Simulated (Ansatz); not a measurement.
Write the native input for Ansatz 0.2.0 that does the following.

| Item | Value |
| --- | --- |
| Task | band structure |
| Functional | PBE |
| Potentials or basis | Ansatz PAW |
| Cutoff | 420 eV (not typed: the program's choice for these potentials) |
| k mesh | 7 × 7 × 7 |
| Occupations | fermi-dirac, width 0.05 eV |
| Spin | no spin polarisation |
| Path | [["G", "X", "W", "K", "G", "L", "U", "W", "L", "K"], ["U", "X"]] |
| Points for each segment of the path | 14 |

The system is HgTe (Coloradoite).

```
Hg Te
1.0
     0.00000    3.21450    3.21450
     3.21450    0.00000    3.21450
     3.21450    3.21450    0.00000
Hg Te
1 1
Cartesian
  0.0000 0.0000 0.0000
  4.8217 4.8217 4.8217
```

One way to write it, as run:

input.yaml

```yaml
crystal:
  lattice:
    - [0.0, 3.2145, 3.2145]
    - [3.2145, 0.0, 3.2145]
    - [3.2145, 3.2145, 0.0]
  atoms:
    - { symbol: Hg, position: [0.0, 0.0, 0.0] }
    - { symbol: Te, position: [0.75, 0.75, 0.75] }
hamiltonian:
  xc: pbe
  pseudopotentials: { kind: paw, core: small }
kpoints:
  mp_grid: { grid: [7, 7, 7] }
  band_path:
    path:
      - [[0.0, 0.0, 0.0], [0.5, 0.0, 0.5], [0.5, 0.25, 0.75], [0.375, 0.375, 0.75], [0.0, 0.0, 0.0], [0.5, 0.5, 0.5], [0.625, 0.25, 0.625], [0.5, 0.25, 0.75], [0.5, 0.5, 0.5], [0.375, 0.375, 0.75]]
      - [[0.625, 0.25, 0.625], [0.5, 0.0, 0.5]]
    npoints: 14
scf:
  occupations: { method: fermi_dirac, width: 0.05 }
  n_extra_bands: 6
output:
  forces: true
  stress: true
  eigenvalues: true
  fatbands: false
  write_density: true
  write_potential: true
  elf: true
  volumetric_format: npy
```

Potentials or basis: Ansatz PAW.

Command:

```sh
$ ansatz run input.yaml --threads 2 --pin off --max-ram 5120MiB --backend cpu --events-out ev --progress --plain --runs-dir out
```

Results of the run:

| Quantity | Value |
| --- | --- |
| Pressure | 4.6 GPa |
| Band gap on the k mesh | none (metal or under the smearing width) |

Caveat: spin-orbit coupling is left out, which moves the levels of the heavy elements.

Wall time 7 s on 2 threads of Arm Neoverse V1, on a shared host, peak memory 0.39 GiB.
